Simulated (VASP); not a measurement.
# CsPbCl₃: convergence, self-consistent run

CsPbCl₃, P4mm (no. 99), 5 atoms in the cell. SCAN; PAW potentials Pb_d, Cs_sv, Cl (PBE set). VASP 6.6.1. The cell is changed on purpose: last atom moved by 0.04 Å along z, cell strained by +1.0% along z.

Wanted: energy within 10 meV/atom; forces within 0.05 eV/Å.

What the run is for: forces; Accuracy asked: screening.

POSCAR:
```
CsPbCl3
1.0
    5.6050000000      0.0000000000      0.0000000000
    0.0000000000      5.6050000000      0.0000000000
    0.0000000000      0.0000000000      5.6610500000
Pb Cs Cl
1 1 3
Direct
    0.5000000000      0.5000000000      0.5000000000
    0.0000000000      0.0000000000      0.0000000000
    0.5000000000      0.0000000000      0.5000000000
    0.0000000000      0.5000000000      0.5000000000
    0.5000000000      0.5000000000      0.0071364900
```

The series start from Plane-wave cutoff (eV): 340; k-point mesh: 4 × 4 × 4; Precision mode (PREC): Accurate; Electronic threshold (eV): 1e-6; Bands in all (NBANDS): 35; Aspherical gradient terms in the spheres (LASPH): yes; Electronic algorithm: ALGO=Normal; Support grid and gradient cutoff: ADDGRID=False GGA_COMPAT=False; Kinetic-energy density mixed (LMIXTAU): LMIXTAU=True. Each series keeps the choices made before it, and each single choice may use up half of a tolerance.

## Plane-wave cutoff (eV)

| Plane-wave cutoff (eV) | Energy less reference (meV/atom) | Forces, largest deviation (eV/Å) | SCF iterations | Time (s) |
|---|---|---|---|---|
| 210 | 12 | 0.032 | 21 | 62 |
| 260 | 6 | 0.025 | 22 | 85 |
| 300 | 5 | 0.010 | 25 | 73 |
| 340 | 5 | 0.019 | 24 | 119 |
| 390 | 4 | 0.019 | 22 | 114 |
| 460 | 2 | 0.005 | 24 | 187 |
| 550 | 1 | 0.000 | 22 | 267 |
| 690 (reference) | 0 | 0.000 | 22 | 304 |

Chosen: 300, the loosest value from which every tighter one stays within half of the tolerance.

## k-point mesh

| k-point mesh | Energy less reference (meV/atom) | Forces, largest deviation (eV/Å) | SCF iterations | Time (s) |
|---|---|---|---|---|
| 2 × 2 × 2 | 109 | 0.065 | 25 | 38 |
| 3 × 3 × 3 | -18 | 0.013 | 24 | 37 |
| 4 × 4 × 4 | 4 | 0.004 | 25 | 73 |
| 5 × 5 × 5 | -1 | 0.002 | 25 | 75 |
| 6 × 6 × 6 (reference) | 0 | 0.000 | 25 | 142 |

Chosen: 4 × 4 × 4.

## Precision mode (PREC)

| Precision mode (PREC) | Energy less reference (meV/atom) | Forces, largest deviation (eV/Å) | SCF iterations | Time (s) |
|---|---|---|---|---|
| SingleN | -60 | 0.977 | 50 | 83 |
| Normal | 3 | 0.049 | 25 | 45 |
| Single | -7 | 0.263 | 27 | 75 |
| Accurate (reference) | 0 | 0.000 | 25 | 73 |

Chosen: Accurate; the one before it in the list is off by more than half of the tolerance.

## Electronic threshold (eV)

| Electronic threshold (eV) | Energy less reference (meV/atom) | Forces, largest deviation (eV/Å) | SCF iterations | Time (s) |
|---|---|---|---|---|
| 0.001 | 0 | 0.002 | 15 | 46 |
| 0.0001 | 0 | 0.001 | 18 | 55 |
| 1e-5 | 0 | 0.000 | 21 | 63 |
| 1e-6 | 0 | 0.000 | 25 | 73 |
| 1e-7 (reference) | 0 | 0.000 | 28 | 82 |

Chosen: 0.001.

## Bands in all (NBANDS)

| Bands in all (NBANDS) | Energy less reference (meV/atom) | Forces, largest deviation (eV/Å) | SCF iterations | Time (s) |
|---|---|---|---|---|
| 23 | 0 | 0.002 | 17 | 39 |
| 24 | 0 | 0.001 | 16 | 38 |
| 26 | 0 | 0.001 | 15 | 39 |
| 28 | 0 | 0.001 | 18 | 48 |
| 35 | 0 | 0.001 | 15 | 46 |
| 48 (reference) | 0 | 0.000 | 15 | 62 |

Chosen: 23.

## Aspherical gradient terms in the spheres (LASPH)

| Aspherical gradient terms in the spheres (LASPH) | Energy less reference (meV/atom) | Forces, largest deviation (eV/Å) | SCF iterations | Time (s) |
|---|---|---|---|---|
| yes | 0 | 0.000 | 17 | 39 |
| no | 0 | 0.010 | 17 | 33 |

Chosen: yes; no other choice that stays within half of the tolerance saves 30 % of the time.

## Electronic algorithm

| Electronic algorithm | Energy less reference (meV/atom) | Forces, largest deviation (eV/Å) | SCF iterations | Time (s) |
|---|---|---|---|---|
| ALGO=Normal | 0 | 0.000 | 17 | 39 |
| ALGO=Fast | 10 | 0.014 | 16 | 45 |
| ALGO=VeryFast | 139 | 0.015 | 30 | 74 |
| ALGO=All ISEARCH=1 | 0 | 0.006 | 13 | 40 |
| ALGO=All ISEARCH=0 | 0 | 0.006 | 13 | 40 |
| ALGO=Damped TIME=0.4 | 0 | 0.003 | 44 | 93 |
| ALGO=Damped TIME=0.1 | 13 | 0.019 | 63 | 132 |

Chosen: ALGO=Normal.

## Support grid and gradient cutoff

| Support grid and gradient cutoff | Energy less reference (meV/atom) | Forces, largest deviation (eV/Å) | SCF iterations | Time (s) |
|---|---|---|---|---|
| ADDGRID=False GGA_COMPAT=False | 0 | 0.000 | 17 | 39 |
| ADDGRID=True GGA_COMPAT=False | 0 | 0.000 | 17 | 41 |
| ADDGRID=False GGA_COMPAT=True | 0 | 0.002 | 15 | 35 |

Chosen: ADDGRID=False GGA_COMPAT=False.

## Kinetic-energy density mixed (LMIXTAU)

| Kinetic-energy density mixed (LMIXTAU) | Energy less reference (meV/atom) | Forces, largest deviation (eV/Å) | SCF iterations | Time (s) |
|---|---|---|---|---|
| LMIXTAU=True | 0 | 0.000 | 17 | 39 |
| LMIXTAU=False | 0 | 0.015 | 11 | 26 |

Chosen: LMIXTAU=False, the fastest of those that stay within half of the tolerance.

## All choices together

| Input | Energy less reference (meV/atom) | Forces, largest deviation (eV/Å) | Time (s) |
|---|---|---|---|
| the program's defaults (naive) | -11 | 0.014 | 6.1 |
| chosen settings | 8 | 0.029 | 26 |
| reference settings throughout | 0 | 0.000 | 1082 |

The tolerance is met.

## The input

INCAR:
```
METAGGA  = SCAN           # meta-GGA
ISMEAR   = 0              # smearing method
SIGMA    = 0.03           # smearing width, eV
LWAVE    = F              # write WAVECAR
LCHARG   = F              # write CHGCAR
ISIF     = 2              # what is computed and relaxed
PREC     = Accurate       # precision mode
LASPH    = T              # aspherical terms in the spheres
LREAL    = F              # projectors in reciprocal space
ALGO     = Normal         # electronic algorithm
EDIFF    = 0.001          # SCF threshold, eV
NELM     = 120            # most SCF steps
GGA_COMPAT= F            
ENCUT    = 300            # plane-wave cutoff, eV
EFERMI   = MIDGAP       
LMIXTAU  = F            
NBANDS   = 23             # bands
ADDGRID  = F             
```

KPOINTS:
```
Automatic mesh
0
Gamma
  4 4 4
  0 0 0
```

Commands:
```
cat potpaw_PBE.64/Pb_d/POTCAR potpaw_PBE.64/Cs_sv/POTCAR potpaw_PBE.64/Cl/POTCAR > POTCAR
mpirun -np 1 vasp_std > vasp.out
```

The chosen input took VASP 6.6.1 26 s on 1 core (Intel Xeon 6975P-C (Granite Rapids)), a shared host.

## An input that fails: too few bands

VASP's message: The number of bands is not sufficient to hold all electrons. I am sorry, but this calculation does not make sense. If you want to calculate only selected states, you need to set either EFERMI or EREF. EREF specifies around which energy states are supposed to be calculated. I found NBANDS = 21, NELECT = ….

Changes against the starting input:
```
- NELM = 120
- NBANDS = 35
+ NELM = 97
+ NBANDS = 21
```
